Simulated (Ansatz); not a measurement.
Two G0W0 runs on P (aligned bilayer).

The cell holds 4 atoms: 4 P. Cell: a = 3.270 Å, b = 3.270 Å, c = 36.000 Å, α = 90.0°, β = 90.0°, γ = 120.0°. Regions: layer 1 (P-hc), 2 atoms (2 P); layer 2 (P-hc), 2 atoms (2 P). Vacuum lies along c.

```
P
1.0
     3.27000    0.00000    0.00000
    -1.63500    2.83190    0.00000
     0.00000    0.00000   36.00000
P
4
Direct
  0.33333 0.66667 0.44564
  0.66667 0.33333 0.41114
  0.66667 0.33333 0.58886
  0.33333 0.66667 0.55436
```

The structure was relaxed with PBE-D3(BJ) (ions only). The runs that relaxed it are not among those shown.

The first (Ansatz 0.2.0; start PBE, 6×6×1 mesh, 308 empty bands, screening to 72 eV, PAW set soft_1 files; 1 × NVIDIA GB200 (shared by 2 runs) with 32 threads of Arm Neoverse V2, shared host) gave, on its mesh: starting gap 1.48 eV, G0W0 gap 2.50 eV, mean of 1 + 4πα/V (set by the cell height) 3.14, 6.6 s.

The second gave: starting gap 1.48 eV, G0W0 gap 2.41 eV, mean of 1 + 4πα/V (set by the cell height) 3.20, 3.7 s.

**Question.** What was changed in the input? Choose among start, files, mesh, bands and cutoff, frequency model or another key.

Changed: empty bands from 308 to 124 and screening cutoff (eV) from 72.0 to 40. The starting gap stayed, which rules out the functional and points to the GW step. Other changes could give like numbers; this is the one that was made.

Limits: not at the basis limit; coarse mesh for a sheet.

[Paths, hosts, dates, memory and timing lines, banners, echoed tables and standing remarks are left out of the program output.]

[Logs are printed without paths, hosts, clocks, repeated set-up lines and the standing remarks that a program may print on its own settings, such as how far it seeks lower states.]

[Runs of the session that timed out or met a known fault of the program may be left out.]

[Cells called generated may have been cut or substituted from an entry of the Crystallography Open Database or the Materials Project.]

[Hosts, paths, dates, database ids (printed as entryN), source tags and the programs' standing remarks are cut or masked in the printed files.]
